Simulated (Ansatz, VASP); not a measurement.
## Two plane-wave programs on Nb

INCAR

```
SYSTEM = Nb
  PREC = Accurate
  ENCUT = 520
  EDIFF = 1E-8
  ISMEAR = -1
  SIGMA = 0.03
  LREAL = .False.
  LASPH = .True.
  NELM = 100
  ALGO = Fast
  ISIF = 2
  LWAVE = .False.
  LCHARG = .False.
  GGA = PE
  LEFG = .True.
  NBANDS = 12
```

File KPOINTS:

```
regular mesh
0
Gamma
  13 13 13
  0 0 0
```

The input POSCAR:

```
Nb
1.0
    2.7167583790      0.0000000000      0.0000000000
    0.0000000000      2.7167583790      0.0000000000
    0.0000000000      0.0000000000      2.7167583790
Nb
1
Direct
    0.0000000000      0.0000000000      0.0000000000
```

Input for Ansatz:

```yaml
crystal:
  lattice:
    - [2.716758379, 0.0, 0.0]
    - [0.0, 2.716758379, 0.0]
    - [0.0, 0.0, 2.716758379]
  atoms:
    - { symbol: Nb, position: [0.0, 0.0, 0.0] }
kpoints:
  mp_grid: { grid: [13, 13, 13] }
  band_path:
    path:
      - [0.0, 0.0, 0.0]
      - [0.0, 0.5, 0.0]
      - [0.5, 0.5, 0.0]
      - [0.0, 0.0, 0.0]
      - [0.5, 0.5, 0.5]
      - [0.0, 0.5, 0.0]
      - [0.5, 0.5, 0.5]
      - [0.5, 0.5, 0.0]
    npoints: 8
scf:
  occupations: { method: fermi_dirac, width: 0.03 }
hamiltonian:
  xc: pbe
  pseudopotentials: { kind: paw }
output:
  forces: true
  stress: true
  eigenvalues: true
  efg: { contact_densities: true }
  populations: true
  bader: true
  dos: { projected: true, de: 0.2, e_range: [-14, 8] }
```

Alike in both runs: task electric field gradients; functional PBE; k mesh 13 × 13 × 13; occupations fermi-dirac, width 0.03 eV; no spin polarisation.

```csv
,VASP,Ansatz
version,VASP 6.6.1,Ansatz 0.2.0
potentials or method,"VASP PAW PBE potentials, release 64 (Nb_sv)","PAW with Ansatz's default frozen-core files, scalar-relativistic"
plane-wave cutoff (eV),520,420
valence electrons in the cell,13,13
```

Ansatz gave:

| Item | Value |
| --- | --- |
| pressure (GPa) | 0.0 |
| Vzz of the field gradient on the site that differs most (V/Å²) | 0.0 |

Question: Which values does VASP return?

Answer: Pressure (GPa): -0.2; Vzz of the field gradient on the site that differs most (V/Å²): 0.0.

Ansatz warned: «gradients_without_spin_orbit».
